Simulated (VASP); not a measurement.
Set up this calculation in VASP 6.6.1, as the native input.

- Task: single point
- Functional: PBEsol
- Potentials or basis: VASP PAW PBE potentials, release 64 (Na_pv, H)
- Cutoff: 520 eV
- k mesh: 8 × 8 × 8
- Occupations: gaussian, width 0.02 eV
- Spin: no spin polarisation
- Dipole correction: no
- Further INCAR settings: ALGO = Normal; EDIFF = 1e-06; NBANDS = 11

The structure of NaH lies in POSCAR:

```
NaH
1.0
    0.0000000000      2.3956887629      2.3956887629
    2.3956887629      0.0000000000      2.3956887629
    2.3956887629      2.3956887629      0.0000000000
Na H
1 1
Direct
    0.0000000000      0.0000000000      0.0000000000
    0.5000000000      0.5000000000      0.5000000000
```

The input as run:

INCAR

```
ALGO = Normal ; EDIFF = 1E-6
ENCUT = 520 ; GGA = PS
ISIF = 2 ; ISMEAR = 0
LASPH = T ; LCHARG = T
LELF = T ; LREAL = F
LVHAR = T ; LWAVE = F
NBANDS = 11 ; NELM = 100
PREC = Accurate ; SIGMA = 0.02
```

KPOINTS

```
k-points
0
Gamma
  8 8 8
```

Potentials or basis: VASP PAW PBE potentials, release 64 (Na_pv, H).

Command:

```sh
$ cat potpaw_PBE.64/Na_pv/POTCAR potpaw_PBE.64/H/POTCAR > POTCAR
$ mpirun -np 1 vasp_std > vasp.out
```

It gave:

| Property | Result |
| --- | --- |
| Pressure | 0.0 GPa |
| Band gap on the k mesh | 3.60 eV, indirect (least direct gap 4.51 eV) |

Caveat: the PAW data sets were made with another functional, which shifts forces and pressure a little.

It used 6.1 s of CPU time on 1 thread of Intel(R) Xeon(R) Platinum 8488C (Sapphire Rapids) (shared host), which was overloaded at the time.
